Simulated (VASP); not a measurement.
## Si2W: relaxation of cell and atoms with PBE+D3(BJ)

Si2W:

```
CELL_PARAMETERS angstrom
-1.60690 1.60690 3.91495
1.60690 -1.60690 3.91495
1.60690 1.60690 -3.91495
ATOMIC_POSITIONS crystal
Si 0.33470 0.33470 0.00000
Si 0.66530 0.66530 0.00000
W 0.00000 0.00000 0.00000
```

```json
{"Program": "VASP 6.6.1", "Task": "relaxation of cell and atoms", "Functional": "PBE", "Dispersion": "D3(BJ)", "Potentials or basis": "VASP PAW PBE potentials, release 64 (Si, W_sv)", "Cutoff": "520 eV", "k mesh": "18 × 18 × 18", "Occupations": "gaussian, width 0.1 eV", "Spin": "no spin polarisation", "Further INCAR settings": "ALGO = Normal; EDIFF = 1e-07; IBRION = 2; EDIFFG = -0.002; NSW = 80; ISIF = 3"}
```

```json
{
  "Relaxed volume": "13.26 Å³/atom",
  "Relaxed cell": "a = 4.506 Å, b = 4.506 Å, c = 4.506 Å, α = 138.48°, β = 138.48°, γ = 60.16°",
  "Space group after relaxing (to 0.05 Å)": "I4/mmm (No. 139)",
  "Energy gained by relaxing": "2.7 meV/atom",
  "Ionic steps": "13",
  "Pressure after relaxing": "0.0 GPa",
  "Band gap on the k mesh": "none (metal or under the smearing width)",
  "Dispersion energy per atom": "-0.582 eV"
}
```

The path:
```csv
step,energy change (eV),largest force (eV/Å),pressure (GPa),volume (Å³)
1,0.0000,0.0539,-3.66,40.44
2,0.0167,0.1235,7.25,38.66
3,-0.0077,0.0793,0.03,39.79
4,-0.0077,0.0798,0.11,39.77
5,-0.0080,0.0055,0.07,39.76
6,-0.0080,0.0155,0.07,39.76
7,-0.0080,0.0041,-0.10,39.79
8,-0.0080,0.0027,-0.04,39.78
9,-0.0080,0.0022,-0.04,39.78
10,-0.0080,0.0010,-0.07,39.79
11,-0.0080,0.0017,-0.05,39.78
12,-0.0080,0.0016,0.04,39.77
13,-0.0080,0.0002,0.00,39.77
```

Final structure:
```
Si W
1.0
    -1.59695    1.59695    3.89885
     1.59695   -1.59695    3.89885
     1.59695    1.59695   -3.89885
Si W
2 1
Direct
  0.33411 0.33411 0.00000
  0.66589 0.66589 0.00000
  0.00000 0.00000 0.00000
```

Levels at points of the mesh, in eV from the Fermi level:
| k point | band 9 | band 10 | band 11 | band 12 | band 13 | band 14 |
| --- | --- | --- | --- | --- | --- | --- |
| (0.00, 0.00, 0.00) | -2.90 | -2.90 | 0.65 | 2.83 | 2.85 | 3.15 |
| (0.50, 0.00, 0.00) | -2.84 | -2.82 | -0.46 | 2.79 | 2.80 | 3.98 |
| (0.50, 0.50, 0.00) | -5.10 | -3.33 | -1.75 | 2.81 | 3.06 | 3.22 |
| (0.50, 0.50, 0.50) | -0.85 | -0.85 | -0.51 | -0.51 | 0.83 | 4.52 |

Run time: 34 min on 1 thread of Intel(R) Xeon(R) Platinum 8375C CPU @ 2.90GHz (Ice Lake), on a shared host, peak memory 0.45 GiB.

Caveat: pairwise dispersion overbinds metals, which lowers pressure and volume. Spin-orbit coupling is left out, which matters for the levels of W.
